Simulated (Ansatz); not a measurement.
# Squeezing and stretching TaN

Reference cell: a COD entry whose atoms were relaxed with PBE, the cell held.

Space group P-62m (No. 189); a = 5.1960, c = 2.9110 Å, γ = 120.00°.

```csv
site,Wyckoff,site symmetry,x,y,z
Ta1,2d,-6..,0.3333,0.6667,0.5000
Ta3,1a,-62m,0.0000,0.0000,0.0000
N,3f,m2m,0.3932,0.0000,0.0000
```

One atom of each set is listed.

The numbers come from a DFT calculation in Ansatz (PBE, plane waves and PAW, scalar-relativistic, collinear spin, 420 eV cutoff, Γ-centred 10×10×16 k-points, Fermi–Dirac smearing 0.05 eV). Start moments as typed (μB): 2 on each Ta, none on the rest.

The cell is scaled uniformly, and the ions relax again at each size.

| V/V₀ | pressure (GPa) |
| --- | --- |
| 0.94 | 28.0 |
| 0.96 | 19.4 |
| 0.98 | ? |
| 1.00 | 4.9 |
| 1.02 | -1.4 |
| 1.04 | -7.0 |
| 1.06 | -12.0 |

Question: Estimate the row at V/V₀ = 0.98 and the bulk modulus.

Answer: pressure (GPa): 11.8. Worked: a parabola in ln(V/V₀) through the other 6 rows gives 11.8 GPa there. It crosses zero pressure at V/V₀ = 1.015, the equilibrium volume of this functional, where the bulk modulus is B = −dP/d ln V = 308 GPa. The shape of the cell is held, so in this non-cubic crystal both values are those of uniform scaling, and B is an upper bound to the hydrostatic one.

The start moments die out, and the run ends without spin.
